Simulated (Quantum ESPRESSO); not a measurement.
Crystal: Si.

```xyz
6
Lattice="-3.3361 3.3361 3.3361 3.3361 -3.3361 3.3361 3.3361 3.3361 -3.3361" Properties=species:S:1:pos:R:3 pbc="T T T"
Si    1.6680    0.0000    3.3361
Si    3.3361    0.0000    1.6680
Si    3.3361    1.6680    0.0000
Si    1.6680    3.3361    0.0000
Si    0.0000    1.6680    3.3361
Si    0.0000    3.3361    1.6680
```

This isn't the form of Si at room conditions, which is diamond.

| Property | Result |
| --- | --- |
| Program | Quantum ESPRESSO 7.5 |
| Task | phonons |
| Functional | BLYP |
| Potentials or basis | PseudoDojo 0.4.1 SR PBE standard |
| Cutoff | 490 eV |
| Density cutoff | 1959 eV |
| k mesh | 6 × 6 × 6 |
| Occupations | gaussian, width 0.136 eV |
| Spin | no spin polarisation |
| Mixing beta | 0.5 |
| Most SCF iterations | 120 |
| SCF threshold | 1.2e-09 Ry |

The first run showed a gap, so the response started from a second, tighter run with fixed occupations.

Task: Where do the zone-centre optical modes lie?

Result: T1g at 49 cm⁻¹ (silent); A2g at 210 cm⁻¹ (silent); T2u at 376 cm⁻¹ (silent); T2g at 436 cm⁻¹ (Raman); T1u at 469 cm⁻¹ (IR); Eg at 503 cm⁻¹ (Raman). Polar modes are given without the macroscopic field (transverse values).

Optical modes at Γ, degenerate ones joined, polar ones without the macroscopic field:
```csv
cm⁻¹,components,symmetry,active in,"IR intensity, summed ((D/Å)²/amu)"
49,3,T1g,silent,0.00
210,1,A2g,silent,0.00
376,3,T2u,silent,0.00
436,3,T2g,Raman,0.00
469,3,T1u,IR,0.98
503,2,Eg,Raman,0.00
```

Born effective charge tensors (e):
atom 1, Si
```
 0.36  0.00  0.00
 0.00 -0.19  0.00
 0.00  0.00 -0.19
```
atom 2, Si
```
-0.19  0.00  0.00
 0.00 -0.19  0.00
 0.00  0.00  0.36
```
atom 3, Si
```
-0.19  0.00  0.00
 0.00  0.36  0.00
 0.00  0.00 -0.19
```
atom 4, Si
```
 0.36  0.00  0.00
 0.00 -0.19  0.00
 0.00  0.00 -0.19
```
atom 5, Si
```
-0.19  0.00  0.00
 0.00  0.36  0.00
 0.00  0.00 -0.19
```
atom 6, Si
```
-0.19  0.00  0.00
 0.00 -0.19  0.00
 0.00  0.00  0.36
```

Caveat: the mesh is thin for the dielectric tensor, Born charges and intensities, which usually come out too large; the cell is more than 3 GPa from zero pressure, which shifts response properties; the gap is small at this level, which inflates the dielectric constant; the gap on the mesh is small and may close between mesh points, in which case fixed occupations spoil the response; on a mesh that holds Γ this program's dielectric tensor can be off by some percent beyond the error of the mesh.
